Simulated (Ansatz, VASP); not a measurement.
W: VASP beside Ansatz

INCAR

```
SYSTEM = W
PREC = Accurate
ENCUT = 520
EDIFF = 1E-6
ISMEAR = -1
SIGMA = 0.1
LREAL = .FALSE.
LASPH = .TRUE.
NELM = 60
ALGO = Normal
ISIF = 2
LWAVE = .FALSE.
LCHARG = .FALSE.
GGA = PE
NBANDS = 13
```

KPOINTS

```
regular mesh
0
G
  14 14 14
  0 0 0
```

The input POSCAR:

```
W
1.0
   -1.5921723362      1.5921723362      1.5921723362
    1.5921723362     -1.5921723362      1.5921723362
    1.5921723362      1.5921723362     -1.5921723362
W
1
Direct
    0.0000000000      0.0000000000      0.0000000000
```

Input for Ansatz:

```yaml
crystal:
  lattice:
    - [-1.5921723362, 1.5921723362, 1.5921723362]
    - [1.5921723362, -1.5921723362, 1.5921723362]
    - [1.5921723362, 1.5921723362, -1.5921723362]
  atoms:
    - { symbol: W, position: [0.0, 0.0, 0.0] }
hamiltonian:
  xc: pbe
  pseudopotentials:
    kind: paw
    azcp:
      W: "pseudopotentials/W.paw.azcp"
basis:
  ecutwfc: 600
  fft_grid_basis: typed
kpoints:
  mp_grid: { grid: [14, 14, 14], shift: [0, 0, 0] }
magnetization:
  spin_polarized: false
scf:
  occupations: { method: fermi_dirac, width: 0.1 }
  lower_state_search: "off"
output:
  stress: true
```

Alike in both runs: task single point; functional PBE; k mesh 14 × 14 × 14; occupations fermi-dirac, width 0.1 eV; no spin polarisation.

|  | VASP | Ansatz |
| --- | --- | --- |
| version | VASP 6.6.1 | Ansatz 0.2.0 |
| potentials or method | VASP PAW PBE potentials, release 64 (W_sv) | plane waves (600 eV) with PAW, scalar-relativistic |
| plane-wave cutoff (eV) | 520 | 600 |
| valence electrons in the cell | 14 | 14 |

Ansatz gave:

| Item | Value |
| --- | --- |
| pressure (GPa) | 0.0 |

Task: Which values does VASP return?

Result: Pressure (GPa): 0.5.

Spin-orbit coupling is left out, which matters for the levels of W.
